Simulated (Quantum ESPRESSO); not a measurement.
Crystal: Rh.

```
Rh
1.0
     0.00000    1.89785    1.89785
     1.89785    0.00000    1.89785
     1.89785    1.89785    0.00000
Rh
1
Direct
  0.00000 0.00000 0.00000
```

Base run:

- Program: Quantum ESPRESSO 7.5
- Functional: r2SCAN
- Potentials or basis: SG15 PBE 1.2
- Cutoff: 952 eV
- Density cutoff: 3810 eV
- k mesh: 9 × 9 × 9
- Occupations: fermi-dirac, width 0.05 eV
- Spin: no spin polarisation

Its results: band gap on the k mesh none (metal or under the smearing width); pressure -1.0 GPa.

After a change of settings the same cell gave: band gap on the k mesh none (metal or under the smearing width); pressure -1.7 GPa. Which change was it?
A. functional from r2SCAN to PBE; k mesh from 9 × 9 × 9 to 12 × 12 × 12
B. functional from r2SCAN to AM05; k mesh from 9 × 9 × 9 to 12 × 12 × 12
C. functional from r2SCAN to SCAN
D. functional from r2SCAN to rSCAN

D.

Caveats: the potentials were made for another functional, which shifts forces and pressure.

Not every run made on this cell is shown here.
